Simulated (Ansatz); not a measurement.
**What strain does to SnO₂ (fluorite)**

SnO₂ (fluorite), relaxed with r2SCAN in the PAW code Ansatz. The symmetry is Fm-3m (No. 225, cubic); conventional cell a = 5.067 Å, 10.84 Å³ an atom. Sn has 8 O at 2.19 Å; O has 4 Sn at 2.19 Å.

The axes x, y and z are those of this cell:
```
CELL_PARAMETERS angstrom
0.00000 2.53347 2.53347
2.53347 0.00000 2.53347
2.53347 2.53347 0.00000
ATOMIC_POSITIONS crystal
Sn 0.00000 0.00000 0.00000
O 0.25000 0.25000 0.25000
O 0.75000 0.75000 0.75000
```

Unstrained: With r2SCAN the valence top lies at W and the conduction bottom at Γ, 0.838 eV higher; the smallest vertical gap, at Γ, is 2.269 eV. HSE06 gives an indirect gap of 1.684 eV, from W to Γ; the least direct gap is 3.172 eV at Γ. Meshes: r2SCAN 8×8×8, HSE06 6×6×6. Strains are changes of length per length. After each strain the atoms were relaxed again with r2SCAN within the symmetry that the strain leaves, so tilts or polar shifts that break it weren't tested; points keep the names that they have in the unstrained zone. (Calculated; spin-unpolarised; the phase may be known or hypothetical.)

Changes of the least gap in eV (an overlap counts as a negative gap):
```csv
strain,volume change (%),space group,r2SCAN,HSE06,"energy rise, r2SCAN (meV/atom)"
uniaxial +5.0 % along x,+5.0,I4/mmm,-0.773,–,43.2
"epitaxial +3.0 % in the xy plane, free normal strain -0.59 %",+5.5,I4/mmm,-0.753,–,34.2
isotropic -4.0 % on every length,-11.5,Fm-3m,+1.363,+1.480,129.2
uniaxial -3.0 % along [111],-3.0,R-3m,+0.340,+0.372,8.5
"epitaxial +0.5 % in the xy plane, free normal strain -0.10 %",+0.9,I4/mmm,-0.111,–,1.0
```

Uniaxial +5.0 % along x, other directions held. r2SCAN: the gap goes from 0.838 to 0.065 eV (-0.773 eV); so small a gap is at the limit of these settings. Stress change with r2SCAN, compression positive: xx -24.42, yy -2.17, zz -2.17 GPa.

Epitaxial +3.0 % in the xy plane, free normal strain -0.59 %. r2SCAN: the gap goes from 0.838 to 0.085 eV (-0.753 eV); the edges go from W → Γ to (3/8, -1/2, -1/8) → Γ; so small a gap is at the limit of these settings. Stress change with r2SCAN, compression positive: xx -15.80, yy -15.80, zz +0.17 GPa.

Isotropic -4.0 % on every length. HSE06: the gap goes from 1.684 to 3.164 eV (+1.480 eV). Stress change with r2SCAN, compression positive: xx +37.15, yy +37.15, zz +37.15 GPa. For HSE06, dE_g/d ln V = -12.1 eV over this step.

Uniaxial -3.0 % along [111], other directions held. HSE06: the gap goes from 1.684 to 2.056 eV (+0.372 eV). Stress change with r2SCAN, compression positive: xx +7.59, yy +7.59, zz +7.59, xy +0.60, xz +0.60, yz +0.60 GPa.

Epitaxial +0.5 % in the xy plane, free normal strain -0.10 %. r2SCAN: the gap goes from 0.838 to 0.727 eV (-0.111 eV). Stress change with r2SCAN, compression positive: xx -2.97, yy -2.97, zz -0.05 GPa.

No spin-orbit coupling is included; it can move band edges with weight on the heavy atoms by tenths of an eV.

The meshes of the hybrids are coarse, so their gaps aren't converged to the digits shown.
